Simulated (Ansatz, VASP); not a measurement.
**Pt in VASP and in Ansatz**

```
Pt
1.0
     0.00000    1.99312    1.99312
     1.99312    0.00000    1.99312
     1.99312    1.99312    0.00000
Pt
1
Direct
  0.00000 0.00000 0.00000
```

Alike in both runs: functional PBE; k mesh 17 × 17 × 17; occupations fermi-dirac, width 0.05 eV; no spin polarisation.

Ansatz relaxed the structure, and its values are those at the end. VASP's run is a single point on that final structure, the one shown.

|  | VASP | Ansatz |
| --- | --- | --- |
| version | VASP 6.6.1 | Ansatz 0.2.0 |
| potentials or method | VASP PAW PBE potentials, release 64 (Pt) | PAW with Ansatz's default frozen-core files, scalar-relativistic |
| plane-wave cutoff (eV) | 520 | 420 |
| valence electrons in the cell | 10 | 18 |

```tsv
	VASP	Ansatz	Ansatz less VASP
pressure (GPa)	-3.4	-2.9	+0.47
```

The functional is the same, so the differences come from potentials, cutoffs and numerics. The two sets of potentials don't hold the same shells in valence.

Spin-orbit coupling is left out, which matters for the levels of Pt.
